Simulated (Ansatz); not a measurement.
## BAs: band structure with HSE03

BAs:

```
As B
1.0
     0.00000    2.38850    2.38850
     2.38850    0.00000    2.38850
     2.38850    2.38850    0.00000
As B
1 1
Cartesian
  3.5827 3.5827 3.5827
  0.0000 0.0000 0.0000
```

```yaml
Program: Ansatz 0.2.0
Task: band structure
Functional: HSE03
Potentials_or_basis: Ansatz PAW
Cutoff: "420 eV (not typed: the program's choice for these potentials)"
k_mesh: 5 × 5 × 5
Occupations: fermi-dirac, width 0.05 eV
Spin: no spin polarisation
Path: "[[\"G\", \"X\", \"W\", \"K\", \"G\", \"L\", \"U\", \"W\", \"L\", \"K\"], [\"U\", \"X\"]]"
Points_for_each_segment_of_the_path: 4
```

```json
{"Pressure": "0.0 GPa", "Band gap on the k mesh": "1.67 eV, indirect (least direct gap 3.94 eV)", "Band gap along the path": "1.68 eV, indirect (least direct gap 3.94 eV)"}
```

Levels at the corners of the path, in eV from the valence-band top:
| point | band 5 | band 6 | band 7 | band 8 | band 9 | band 10 | band 11 | band 12 | band 13 | band 14 |
| --- | --- | --- | --- | --- | --- | --- | --- | --- | --- | --- |
| Γ | -39.16 | -16.83 | 0.00 | 0.00 | 0.00 | 3.94 | 3.94 | 3.94 | 5.67 | 10.40 |
| X | -39.16 | -12.13 | -9.38 | -4.42 | -4.42 | 1.90 | 1.98 | 12.75 | 12.75 | 14.20 |
| W | -39.16 | -11.96 | -8.89 | -5.90 | -5.59 | 5.98 | 6.94 | 7.50 | 7.96 | 13.64 |
| K | -39.16 | -12.19 | -8.96 | -6.41 | -3.77 | 2.59 | 6.35 | 10.37 | 10.93 | 11.69 |
| Γ | -39.16 | -16.83 | 0.00 | 0.00 | 0.00 | 3.94 | 3.94 | 3.94 | 5.67 | 10.40 |
| L | -39.16 | -13.64 | -9.59 | -1.97 | -1.97 | 3.38 | 5.51 | 5.51 | 9.80 | 13.85 |
| U | -39.16 | -12.19 | -8.96 | -6.41 | -3.77 | 2.59 | 6.35 | 10.37 | 10.93 | 11.69 |
| W | -39.16 | -11.96 | -8.89 | -5.90 | -5.59 | 5.98 | 6.94 | 7.50 | 7.96 | 13.64 |
| L | -39.16 | -13.64 | -9.59 | -1.97 | -1.97 | 3.38 | 5.51 | 5.51 | 9.80 | 13.85 |
| K | -39.16 | -12.19 | -8.96 | -6.41 | -3.77 | 2.59 | 6.35 | 10.37 | 10.93 | 11.69 |
| U | -39.16 | -12.19 | -8.96 | -6.41 | -3.77 | 2.59 | 6.35 | 10.37 | 10.93 | 11.69 |
| X | -39.16 | -12.13 | -9.38 | -4.42 | -4.42 | 1.90 | 1.98 | 12.75 | 12.75 | 14.20 |

It took 2 min on 2 threads of Intel(R) Xeon(R) Processor @ 2.70GHz (shared host), peak memory 0.67 GiB.

Caveat: the k mesh is coarse (spacing up to 0.46 Å⁻¹), so the values aren't converged, least of all with exact exchange; the PAW data sets come from PBE, with cores solved anew for the run's functional, which leaves a small shift of forces and pressure; the thresholds are loose for stress.
